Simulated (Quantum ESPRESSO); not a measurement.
Input of a Quantum ESPRESSO 7.5 run:

pw.in

```
&CONTROL
  calculation = 'scf'
  prefix = 'pwscf'
  outdir = './tmp'
  pseudo_dir = './pseudo'
  tprnfor = .true.
  tstress = .true.
  disk_io = 'nowf'
/
&SYSTEM
  ibrav = 0
  nat = 2
  ntyp = 1
  ecutwfc = 55
  ecutrho = 440
  nbnd = 21
  occupations = 'smearing'
  smearing = 'fd'
  degauss = 0.00367493
/
&ELECTRONS
  conv_thr = 4d-10
  electron_maxstep = 120
  mixing_beta = 0.5
/
ATOMIC_SPECIES
Pb   207.2000 Pb.pbe-dn-kjpaw_psl.0.2.2.UPF
CELL_PARAMETERS angstrom
   0.0000000000    3.4390000555    3.4390000555
   3.4390000555    0.0000000000    3.4390000555
   3.4390000555    3.4390000555    0.0000000000
ATOMIC_POSITIONS crystal
Pb     0.2500000000    0.2500000000    0.2500000000
Pb     0.0000000000    0.0000000000    0.0000000000
K_POINTS automatic
7 7 7 0 0 0
```

Potentials or basis: SSSP 1.3 efficiency PBE.

Command:

```sh
$ OMP_NUM_THREADS=1 pw.x -in pw.in > pw.out
```

Q: What does it give for the band gap on the k mesh?

A: None (metal or under the smearing width).

Q: Estimate the pressure.

A: 2.3 GPa.

Spin-orbit coupling is left out, which matters for the levels of Pb.
